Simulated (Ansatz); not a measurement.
Zr2N: hydrostatic pressure series

Level of theory: DFT r2SCAN, scalar-relativistic, plane waves, PAW (Ansatz 0.2.0). (500 eV cutoff, 8×8×10 k-mesh, Gaussian smearing of 0.10 eV, no spin polarisation)

The relaxed crystal:

```
CELL_PARAMETERS angstrom
5.41705 0.00000 0.00000
0.00000 5.41705 0.00000
0.00000 0.00000 3.30044
ATOMIC_POSITIONS crystal
Zr 0.29657 0.29657 0.00000
Zr 0.70343 0.70343 0.00000
Zr 0.79657 0.20343 0.50000
Zr 0.20343 0.79657 0.50000
N 0.00000 0.00000 0.00000
N 0.50000 0.50000 0.50000
```

Cell and atoms are relaxed at each pressure within the symmetry of the start, at zero temperature, so transitions that lower the symmetry aren't seen. The k-mesh given is that at zero pressure and may differ at others. a, b and c are the lengths of the cell vectors above.

```tsv
P (GPa)	V (Å³/atom)	V/V0	a (Å)	b (Å)	c (Å)
-3	16.42	1.017	5.450	5.450	3.317
0	16.14	1.000	5.417	5.417	3.300
3	15.89	0.984	5.387	5.387	3.285
8	15.50	0.960	5.341	5.341	3.261
15	15.04	0.931	5.284	5.284	3.231
30	14.21	0.880	5.183	5.183	3.174
```

Question: What bulk modulus and pressure derivative fit these points?

Answer: A third-order Birch–Murnaghan fit gives B0 = 184 GPa and B0' = 3.9.

Question: Which cell vector or vectors give way most up to 30 GPa?

Answer: a and b: the changes are a -4.3 %, b -4.3 %, c -3.8 %.